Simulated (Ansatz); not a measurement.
## A series in volume per atom on Al

Results calculated with Ansatz 0.2.0 development build, not measured. Equation of state of a cubic crystal from periodic Kohn-Sham density functional theory without spin; pressure corrected for the finite basis.

Cell of the first row (space group Pm-3m, No. 221):
```
Al
1.0
      2.6666     0.0000     0.0000
      0.0000     2.6666     0.0000
      0.0000     0.0000     2.6666
Al
1
Direct
  0.00000 0.00000 0.00000
```

Settings of every row: formula Al; structure type simple cubic; functional PBE; spin treatment none; k mesh 14x14x14; occupation method fermi-dirac; occupation width 0.061225619 eV; wave cutoff 700 eV; datasets hard PAW; density cutoff ratio 4.

Limits: a cubic model structure, not a phase known at ambient conditions; modest k-mesh, values are not fully converged in k; the SCF threshold is loose for a stress in some rows.

```csv
row,volume per atom (Å³),energy above lowest point (meV/atom),pressure (GPa)
1,18.961,14.83,4.031
2,19.364,6.53,2.588
3,19.767,1.69,1.277
4,20.171,0,0.082
5,20.574,1.17,-0.992
6,20.978,4.9,-1.953
7,21.381,?,?
```

Question: what energy above lowest point and pressure should row 7 give?

Worked fit of energy above lowest point. Take u = (V_r/V)^(2/3) − 1 with V_r = 19.969 Å³ an atom, which is twice the finite (Eulerian) strain; such expansions in the strain, on which the Birch-Murnaghan equation of state is built, carry the rest volume and the bulk modulus. The shown rows have u = 0.03513, 0.02072, 0.0068, -0.00669, -0.0197, -0.03233. Least squares give energy above lowest point = 0.474 + 124.5 × u + 8088.9 × u² meV/atom; a straight line predicts inner rows, each left out in turn, worse (root mean square 3.5 against 0.0085 meV/atom). The rows lie off it by 0.00, 0.00, 0.00, 0.00, 0.01, 0.00. Its lowest point lies at u = -0.0077, or V = 20.2 Å³ an atom, and the curvature there gives the bulk modulus at fixed shape and fractions, B = (4/9)(1 + u)² E″(u)/V = 56.1 GPa. The withheld row has u = -0.04453, so the fit gives 0.474 + 124.5 × (-0.04453) + 8088.9 × (-0.04453)² = 10.97 meV/atom.

The calculation gave 10.93 meV/atom. The fit lies 0.04 meV/atom (0.27 % of the column's range) above it; its largest miss of a shown row is 0.01 meV/atom. This row lies beyond the range of the fit.

Worked fit of pressure. Take u = (V_r/V)^(2/3) − 1 with V_r = 19.969 Å³ an atom, which is twice the finite (Eulerian) strain; such expansions in the strain, on which the Birch-Murnaghan equation of state is built, carry the rest volume and the bulk modulus. The shown rows have u = 0.03513, 0.02072, 0.0068, -0.00669, -0.0197, -0.03233. Least squares give pressure = 0.6637 + 88.502 × u + 221.74 × u² − 366 × u³ GPa; a parabola predicts inner rows, each left out in turn, worse (root mean square 0.0049 against 0.0025 GPa). The rows lie off it by 0.000, -0.001, 0.001, 0.000, -0.001, 0.000. The pressure vanishes at u = -0.0076, or V = 20.2 Å³ an atom, and there the bulk modulus at fixed shape and fractions is B = −V dP/dV = (2/3)(1 + u) dP/du = 56.3 GPa. The withheld row has u = -0.04453, so the fit gives 0.6637 + 88.502 × (-0.04453) + 221.74 × (-0.04453)² − 366 × (-0.04453)³ = -2.805 GPa.

The calculation gave -2.826 GPa. The fit lies 0.021 GPa (0.31 % of the column's range) above it; its largest miss of a shown row is 0.001 GPa. This row lies beyond the range of the fit.
